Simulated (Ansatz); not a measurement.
## AlN: eigenvalues along the path

```yaml
crystal:
  lattice:
    - [0.00000, 1.93762, 1.93762]
    - [1.93762, 0.00000, 1.93762]
    - [1.93762, 1.93762, 0.00000]
  atoms:
    - { symbol: Al, position: [0.00000, 0.00000, 0.00000] }
    - { symbol: N, position: [0.50000, 0.50000, 0.50000] }
```

Atoms are numbered in the order listed.

The cell comes from COD entry 1523095, which wasn't checked; take it as a given geometry. The listed cell was then made from it by scaling, straining or moving an atom.

Computed with DFT, LDA, all-electron LAPW, scalar-relativistic in Ansatz 0.2.0.

Sampling and basis: a Γ-centred 12×12×12 k mesh, Fermi–Dirac smearing of 0.01 eV, basis error target 0.5 meV/atom, no spin polarisation.

Path points, in fractions of the reciprocal vectors: Γ (0.000, 0.000, 0.000), X (0.500, 0.000, 0.500), U (0.625, 0.250, 0.625), K (0.375, 0.375, 0.750), L (0.500, 0.500, 0.500), W (0.500, 0.250, 0.750). Levels in eV from the valence-band top; bands 6 to 11, counted from the lowest band of the run. The gap is 4.96 eV, indirect from Γ to X (0.5, 0, 0.5).

```
# k(1/Å) point b6 b7 b8 b9 b10 b11
0.000 Γ -18.62 0.00 0.00 0.00 7.72 12.42
0.324 - -18.31 -0.90 -0.43 -0.43 8.49 10.74
0.649 - -17.41 -2.89 -1.37 -1.37 8.34 9.62
0.973 - -16.03 -5.15 -2.30 -2.30 6.48 8.15
1.297 - -14.45 -7.24 -2.93 -2.93 5.34 6.39
1.621 X -13.56 -8.29 -3.15 -3.15 4.96 5.74
1.736 - -13.55 -8.26 -3.37 -3.13 5.14 5.89
1.851 - -13.53 -8.14 -3.93 -3.07 5.47 6.49
1.965 - -13.50 -7.95 -4.66 -2.96 5.77 7.52
2.080 - -13.49 -7.69 -5.41 -2.81 6.10 8.76
2.195 U -13.52 -7.36 -6.08 -2.63 6.50 10.02
2.393 - -13.57 -7.20 -6.16 -2.87 7.28 10.62
2.592 - -13.61 -7.20 -5.87 -3.37 8.73 10.76
2.790 - -13.61 -7.20 -5.87 -3.37 8.73 10.76
2.989 - -13.57 -7.20 -6.16 -2.87 7.28 10.62
3.187 K -13.52 -7.36 -6.08 -2.63 6.50 10.02
3.531 - -14.25 -6.92 -5.95 -1.92 8.07 12.22
3.875 - -15.77 -5.88 -4.07 -1.12 9.72 10.78
4.219 - -17.27 -3.74 -2.06 -0.47 9.60 10.24
4.563 - -18.27 -1.31 -0.53 -0.11 8.48 11.11
4.907 Γ -18.62 0.00 0.00 0.00 7.72 12.42
5.188 - -18.39 -1.03 -0.15 -0.15 8.23 11.56
5.469 - -17.71 -3.32 -0.52 -0.52 8.33 11.59
5.750 - -16.64 -5.92 -0.93 -0.93 7.63 12.72
6.031 - -15.42 -8.17 -1.23 -1.23 7.13 12.10
6.311 L -14.74 -9.20 -1.34 -1.34 6.96 11.87
6.541 - -14.64 -9.04 -1.99 -1.48 7.54 11.08
6.770 - -14.35 -8.58 -3.41 -1.94 8.69 9.90
6.999 - -13.93 -7.86 -4.90 -2.73 9.24 9.81
7.229 - -13.53 -6.99 -6.03 -3.71 9.18 10.79
7.458 W -13.35 -6.46 -6.46 -4.30 9.32 11.31
7.620 - -13.37 -7.10 -5.70 -4.20 8.80 9.60
7.782 - -13.42 -7.62 -4.88 -3.93 7.76 7.92
7.944 - -13.49 -7.99 -4.06 -3.58 6.43 6.74
8.106 - -13.54 -8.22 -3.41 -3.28 5.36 6.01
8.269 X -13.56 -8.29 -3.15 -3.15 4.96 5.74
```
